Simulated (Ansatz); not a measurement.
Be2C (antifluorite), relaxed with r2SCAN in Ansatz: the symmetry is Fm-3m (No. 225, cubic); a = 4.321 Å in the conventional setting, 6.72 Å³ an atom. Around C lie 8 Be at 1.87 Å; around Be lie 4 C at 1.87 Å. It was then strained (isotropic on every length). Unstrained, HSE06 gives 1.912 eV (Γ → X, 8×8×8 mesh), and the band edges keep their places in every row. Stress is positive in compression. No spin polarisation and no zero-point or thermal motion.

```tsv
strain (%)	ln(V/V₀)	ΔE_g, HSE06 (eV)	Δpressure, r2SCAN (GPa)
-2.98	-0.0908	+0.059	+21.98
-1.0	-0.0302	+0.020	+6.57
+2.5	+0.0741	-0.053	-13.47
+4.0	+0.1177	-0.086	-19.81
```

Problem. Fit ΔE_g = a x + b x² to these rows by least squares, with x = ln(V/V₀).

Solution. The normal equations take Σx² = 2.850e-02, Σx³ = 1.261e-03, Σx⁴ = 2.909e-04, ΣxΔE = -2.001e-02 and Σx²ΔE = -9.777e-04, and give a = -0.68 eV, b = -0.4 eV; the largest residual is 0.000 eV. a is the volume deformation potential of this gap.

Problem. Fit the change of pressure in the same way.

Solution. Δpressure = -209.5 x + (354) x² GPa. So B₀ = 209.5 GPa and B′ ≈ 2 × 354/209.5 = 3.4; two terms over so wide a range bias B₀ by a few per cent and B′ by more; the gap's pressure coefficient at zero is −a/B₀ = +3 meV/GPa, with HSE06's a and r2SCAN's B₀.

Problem. Predict the withheld row at -0.33 % (x = -0.0099).

Solution. ΔE_g ≈ -0.68 × (-0.0099) + (-0.4) × (-0.0099)² = +0.007 eV, and Δpressure ≈ +2.11 GPa. The runs give +0.006 eV and +2.09 GPa, off by -0.001 eV and -0.02 GPa.

The meshes of the hybrids are coarse, so their gaps aren't converged to the digits shown.
